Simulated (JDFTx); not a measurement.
PbS (Galena): equation of state with LDA

Crystal: PbS (Galena).

```
CELL_PARAMETERS angstrom
0.00000 2.96575 2.96575
2.96575 0.00000 2.96575
2.96575 2.96575 0.00000
ATOMIC_POSITIONS crystal
Pb 0.00000 0.00000 0.00000
S 0.50000 0.50000 0.50000
```

* Program: JDFTx 1.7.0 (patched build)
* Task: equation of state
* Functional: LDA
* Potentials or basis: PseudoDojo-SR-LDA-0.4.1-standard with smoothed tails
* Cutoff: 762 eV
* Density cutoff: 6095 eV
* k mesh: 8 × 8 × 8
* Occupations: fermi-dirac, width 0.05 eV
* Spin: no spin polarisation
* Local potential set to -Z/r beyond: 6 bohr
* Bands: 16
* Density cutoff over wavefunction cutoff: 8
* Max SCF steps: 100
* SCF threshold on the energy: 1e-09 Ha
* Solver of the electrons: scf

```yaml
Equilibrium_volume: 24.95 Å³/atom
Bulk_modulus: 64 GPa
Pressure_derivative_of_the_bulk_modulus: 4.1
```

Energy against volume, from the lowest point:
```
volume (Å³/atom)  energy (meV/atom)
          24.521               1.48
          25.042               0.00
          25.564               2.78
          26.086               9.40
          26.607              19.50
          27.129              32.70
          27.651              48.70
```

Spin-orbit coupling is left out, which matters for the levels of Pb. LDA usually gives volumes a few per cent too small.
